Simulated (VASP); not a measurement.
Write the native input for VASP 6.6.1 that does the following.

- Task: single point
- Functional: PBE
- Potentials or basis: VASP PAW PBE potentials, release 64 (Sb, Ni)
- Cutoff: 520 eV
- k mesh: 8 × 8 × 5
- Occupations: fermi-dirac, width 0.05 eV
- Spin: collinear spin, ferromagnetic start
- Starting moments: [0.0, 0.0, 1.0, 1.0] μB
- Further INCAR settings: ALGO = Normal; EDIFF = 1e-07; NBANDS = 27

The structure of NiSb (Breithauptite) lies in POSCAR:

```
NiSb
1.0
    3.9280000000      0.0000000000      0.0000000000
   -1.9640000000      3.4017477861      0.0000000000
    0.0000000000      0.0000000000      5.1200000000
Sb Ni
2 2
Direct
    0.6653170000      0.3352620000      0.7536850000
    0.3395280000      0.6669140000      0.2449290000
    0.0016720000      0.0146190000      0.5026020000
   -0.0027640000     -0.0034110000     -0.0048130000
```

The cell isn't the ideal one: atoms moved at random, drawn with an rms of 0.05 Å.

The input as run:

INCAR

```
ALGO = Normal
EDIFF = 1E-7
ENCUT = 520
GGA = PE
ISIF = 2
ISMEAR = -1
ISPIN = 2
LASPH = True
LCHARG = True
LELF = True
LMAXMIX = 4
LORBIT = 11
LREAL = False
LVHAR = True
LWAVE = False
MAGMOM = 0 0 1 1
NBANDS = 27
NELM = 100
PREC = Accurate
SIGMA = 0.05
```

KPOINTS

```
k-points
0
Gamma
  8 8 5
```

Potentials or basis: VASP PAW PBE potentials, release 64 (Sb, Ni).

The run is started by

```console
$ cat potpaw_PBE.64/Sb/POTCAR potpaw_PBE.64/Ni/POTCAR > POTCAR
$ mpirun -np 1 vasp_std > vasp.out
```

It gave:

- Pressure: 3.8 GPa
- Largest force: 0.358 eV/Å
- Band gap on the k mesh: none (metal or under the smearing width)
- Net moment: 0.00 μB per cell
- Valence electrons inside the program's atomic spheres: Sb 2.44, 2.43; Ni 9.39, 9.42

Wall time 10 min on 1 thread of Intel(R) Xeon(R) Platinum 8488C (Sapphire Rapids), on a shared host, peak memory 0.53 GiB.
